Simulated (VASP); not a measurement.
Write the native input for VASP 6.6.1 that does the following.

| Item | Value |
| --- | --- |
| Task | relaxation of cell and atoms |
| Functional | RPBE |
| Potentials or basis | VASP PAW PBE potentials, release 64 (Lu) |
| Cutoff | 600 eV |
| k mesh | 15 × 15 × 8 |
| Occupations | gaussian, width 0.1 eV |
| Spin | no spin polarisation |
| Further INCAR settings | ALGO = Normal; EDIFF = 1e-07; IBRION = 2; EDIFFG = -0.005; NSW = 90; ISIF = 3 |

The structure of Lu lies in POSCAR:

```
Lu
1.0
    3.5180521700      0.0000000000      0.0000000000
   -1.7590260900      3.0467225500      0.0000000000
    0.0000000000      0.0000000000      5.4460843400
Lu
2
Direct
    0.3333333300      0.6666666700      0.2500000000
    0.6666666700      0.3333333300      0.7500000000
```

The input as run:

INCAR

```
SYSTEM = Lu
PREC = Accurate
ENCUT = 600
EDIFF = 1E-7
ISMEAR = 0
SIGMA = 0.1
LREAL = .FALSE.
LASPH = .TRUE.
NELM = 80
ALGO = Normal
ISIF = 3
LWAVE = .FALSE.
LCHARG = .FALSE.
GGA = RP
IBRION = 2
NSW = 90
EDIFFG = -0.005
```

KPOINTS

```
regular mesh
0
G
  15 15 8
  0 0 0
```

Potentials or basis: VASP PAW PBE potentials, release 64 (Lu).

Run with:

```bash
$ cat potpaw_PBE.64/Lu/POTCAR > POTCAR
$ mpirun -np 1 vasp_std > vasp.out
```

It gave:

* Relaxed volume: 30.50 Å³/atom
* Relaxed cell: a = 3.559 Å, b = 3.559 Å, c = 5.561 Å, α = 90.00°, β = 90.00°, γ = 120.00°
* Space group after relaxing (to 0.05 Å): P6_3/mmc (No. 194)
* Energy gained by relaxing: 8.7 meV/atom
* Ionic steps: 9
* Pressure after relaxing: 0.0 GPa
* Band gap on the k mesh: none (metal or under the smearing width)

Caveat: the PAW data sets were made with another functional, which shifts forces and pressure a little.

It took 13 min on 1 thread of Intel(R) Xeon(R) 6975P-C (Granite Rapids), with other jobs on the host, peak memory 0.38 GiB.
